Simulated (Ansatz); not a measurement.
# CHF3 (singlet): wave-function methods side by side, 6-31G

An exercise on one series of results from a longer session: the logs are not shown, and one member is left open.

Program: Ansatz 0.2.0, Gaussian basis. Level of theory: 6-31G, core rule «outside noble gas», up to 4 orbitals frozen. These are calculated values, not measurements.

Plan: UHF; CCSD(T) on RHF; BCCD(T) on RHF; CISD; CCSDT(Q) on RHF; CASSCF and MRCISD+Q, 8 electrons in 8 orbitals; CASSCF and MRCISD+Q(relaxed), 8 electrons in 8 orbitals; CASSCF and NEVPT2, 8 electrons in 8 orbitals.

14 further runs of the same task are left out: 1 that didn't finish, 13 set aside as unsound or not needed.

## The geometry

The geometry is an MP2(full)/6-31G* stationary point (not a proven minimum).

5 atoms, charge 0, spin multiplicity 1.

Atoms are counted from 1 here; the program's logs count them from 0.

Bond lengths: C1–H2 1.088 Å, C1–F3 1.343 Å, C1–F4 1.343 Å, C1–F5 1.343 Å. Angles: H2–C1–F3 110.5°, H2–C1–F4 110.5°, H2–C1–F5 110.5°, F3–C1–F4 108.5°, F3–C1–F5 108.5°, F4–C1–F5 108.5°.

Coordinates:

```xyz
5
charge 0, multiplicity 1
C     0.00000    0.00000    0.36673
H     0.00000    0.00000    1.45520
F     0.00000    1.25820   -0.10302
F     1.08963   -0.62910   -0.10302
F    -1.08963   -0.62910   -0.10302
```

Set-up of the first run:

Contents of in.yaml:

```yaml
crystal:
  periodic: [false, false, false]
  atoms:
    - {symbol: C, position_ang: [0.000000, 0.000000, 0.366733]}
    - {symbol: H, position_ang: [0.000000, 0.000000, 1.455195]}
    - {symbol: F, position_ang: [0.000000, 1.258200, -0.103017]}
    - {symbol: F, position_ang: [1.089633, -0.629100, -0.103017]}
    - {symbol: F, position_ang: [-1.089633, -0.629100, -0.103017]}
basis:
  gaussian: {orbitals: 6-31G}
magnetization: {spin_polarized: true, initial_magnetization: 0}
hamiltonian: {xc: hf}
output: {orbitals: {seedname: orbitals}}
```

Command:

```bash
$ ansatz run in.yaml --threads 1 --pin off --events-out ev --progress --plain --max-ram 4096MiB --backend cpu
```

Among the steps run: UHF; CCSD(T) on RHF; BCCD(T) on RHF; CISD; CCSDT(Q) on RHF; CASSCF and MRCISD+Q, 8 electrons in 8 orbitals; CASSCF and MRCISD+Q(relaxed), 8 electrons in 8 orbitals; CASSCF and NEVPT2, 8 electrons in 8 orbitals.

One of the session's tables, all rows but one given; the rest of the session is left out.

| method | from RCCSDT(Q) (meV) |
| --- | --- |
| RHF | +12678.4 |
| RMP2 | +427.2 |
| CISD | +1492.0 |
| RCCSD | +267.9 |
| RCCSD(T) | +48.0 |
| BCCD(T) | +40.4 |
| RCCSDT | +33.7 |
| RCCSDT(Q) | 0 |
| CASSCF frontier | ? |
| NEVPT2 frontier | +278.8 |
| MRCISD frontier | +978.7 |
| MRCISD+Q frontier | +263.3 |
| MRCISD+Q(relaxed) frontier | +191.2 |

Q: Estimate the row for CASSCF frontier from the others.

The run gave: from RCCSDT(Q) (meV): +9912.5. In the column «from RCCSDT(Q) (meV)» it lies between CISD (+1492.0) and RHF (+12678.4).

With the free atoms at the same levels and basis (separate runs), the atomisation energy is 15.507 eV at RCCSDT(Q), 15.474 eV at RCCSD(T), 10.845 eV at RHF.
